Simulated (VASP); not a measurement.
Output of a VASP run:

File OSZICAR:
```
       N       E                     dE             d eps       ncg     rms          rms(c)
DAV:   1     0.115915649257E+03    0.11592E+03   -0.84108E+03  1584   0.982E+02
DAV:   2    -0.971287808037E+01   -0.12563E+03   -0.12388E+03  2096   0.167E+02
DAV:   3    -0.182562289920E+02   -0.85434E+01   -0.84384E+01  1836   0.478E+01
DAV:   4    -0.184978887098E+02   -0.24166E+00   -0.24061E+00  2578   0.829E+00
DAV:   5    -0.185000122728E+02   -0.21236E-02   -0.21221E-02  1956   0.757E-01    0.810E+00
DAV:   6    -0.183493118267E+02    0.15070E+00   -0.55061E-01  1810   0.300E+00    0.576E+00
DAV:   7    -0.183583537992E+02   -0.90420E-02   -0.19859E-01  2042   0.228E+00    0.715E-01
DAV:   8    -0.183555327617E+02    0.28210E-02   -0.31527E-02  2118   0.105E+00    0.529E-01
DAV:   9    -0.183553204471E+02    0.21231E-03   -0.51321E-03  2108   0.335E-01    0.339E-01
DAV:  10    -0.183556054108E+02   -0.28496E-03   -0.87907E-04  2062   0.169E-01    0.893E-02
DAV:  11    -0.183556244872E+02   -0.19076E-04   -0.22391E-04  2148   0.911E-02    0.297E-02
DAV:  12    -0.183556313436E+02   -0.68564E-05   -0.46713E-05  2052   0.391E-02    0.231E-02
DAV:  13    -0.183556326989E+02   -0.13553E-05   -0.37271E-06  1890   0.118E-02    0.894E-03
DAV:  14    -0.183556328001E+02   -0.10115E-06   -0.23775E-06  2124   0.777E-03    0.301E-03
DAV:  15    -0.183556328242E+02   -0.24121E-07   -0.85156E-07  1726   0.458E-03
   1 F= -.18355633E+02 E0= -.18355633E+02  d E =0.000000E+00
```

File OUTCAR:
```
------------------------ aborting loop because EDIFF is reached ----------------------------------------
  FORCE on cell =-STRESS in cart. coord.  units (eV):
  Direction    XX          YY          ZZ          XY          YZ          ZX
  --------------------------------------------------------------------------------------
  Total        0.0303185      0.0466226      0.0463834      0.0000000      0.0000000     -0.0019747
  in kB        0.2868413      0.4410928      0.4388300      0.0000000      0.0000000     -0.0186826
  external PRESSURE =       0.3889214 kB  Pullay stress =       0.0000000 kB
  volume of cell :      169.35
      direct lattice vectors                 reciprocal lattice vectors
    10.486930046 -2.166831814  0.009997295     0.047800809 -0.230751642 -0.128408599
    10.486930046  2.166831814  0.009997295     0.047800809  0.230751642 -0.128408599
    10.035663430  0.000000000  3.735831022    -0.000255835  0.000000000  0.268365317
 POSITION                                       TOTAL-FORCE (eV/Angst)
 -----------------------------------------------------------------------------------
     12.30967      0.00000      1.49093        -0.003252      0.000000     -0.000394
     18.69986      0.00000      2.26490         0.003252      0.000000      0.000394
      0.00000      0.00000      0.00000         0.000000      0.000000      0.000000
      6.66704      0.00000      0.80750         0.005571      0.000000      0.000675
     24.34248      0.00000      2.94832        -0.005571      0.000000     -0.000675
 -----------------------------------------------------------------------------------
    total drift:                               -0.000000     -0.000000     -0.000000
  FREE ENERGIE OF THE ION-ELECTRON SYSTEM (eV)
  ---------------------------------------------------
  free  energy   TOTEN  =       -18.3556328242 eV

  energy  without entropy=      -18.3556328242  energy(sigma->0) =      -18.35563282

 total charge

# of ion       s       p       d       tot
------------------------------------------
    1        1.295   0.952   0.047   2.294
    2        1.295   0.952   0.047   2.294
    3        1.390   1.937   0.028   3.356
    4        1.405   1.895   0.024   3.324
    5        1.405   1.895   0.024   3.324
--------------------------------------------------
tot          6.792   7.629   0.172  14.593

 Electric field gradients after diagonalization (V/A^2)
 (convention: |V_zz| > |V_xx| > |V_yy|)
----------------------------------------------------------------------
 ion       V_xx      V_yy      V_zz     asymmetry (V_yy - V_xx)/ V_zz
----------------------------------------------------------------------
   1      -1.382    -1.382     2.764       0.000
   2      -1.382    -1.382     2.764       0.000
   3     -51.582   -51.581   103.163       0.000
   4      10.397    10.396   -20.793       0.000
   5      10.397    10.396   -20.793       0.000
```
(Selected blocks of OUTCAR.)

### POSCAR
```
Sb2Te3
1
   10.4869300462    -2.1668318137     0.0099972948
   10.4869300462     2.1668318137     0.0099972948
   10.0356634302     0.0000000000     3.7358310217
Sb Te
2 3
Direct
  0.3969640654   0.3969640654   0.3969640654
  0.6030359346   0.6030359346   0.6030359346
  0.0000000000   0.0000000000   1.0000000000
  0.2149998182   0.2149998182   0.2149998182
  0.7850001818   0.7850001818   0.7850001818
```

Problem. Reconstruct the remaining input files.

Solution. One answer among several that fit: the input of the run itself, PBE GGA, plane waves, VASP's PBE PAW potentials (set 64).

INCAR:
```
LASPH  =  .True.   # aspherical one-centre terms
GGA  =  PE   # PBE
LORBIT  =  11   # lm-projected
NEDOS  =  601   # DOS grid
LEFG  =  .True.
EDIFF  =  1E-7   # SCF stop (eV)
NELM  =  100
ALGO  =  Normal
LCHARG  =  .True.
ENCUT  =  400   # plane-wave cut-off (eV)
LREAL  =  .False.
LWAVE  =  .False.
LMAXMIX  =  4
ISMEAR  =  -5   # tetrahedra, Bloechl
ISIF  =  2   # forces and stress, cell fixed
SYSTEM  =  Sb2Te3
PREC  =  Accurate
```

### KPOINTS
```
Automatic mesh
0
Gamma
7 7 7
0 0 0
```

POTCAR, in this order: Sb Te (PBE.64 set). Program: vasp_std.

Without a dispersion term in the relaxation, distances and binding between the weakly bound layers, chains or molecules are unreliable, and so is what depends on them.

The compound is Sb2Te3 in the tetradymite structure. It was relaxed first, which changed the volume by +6 %.
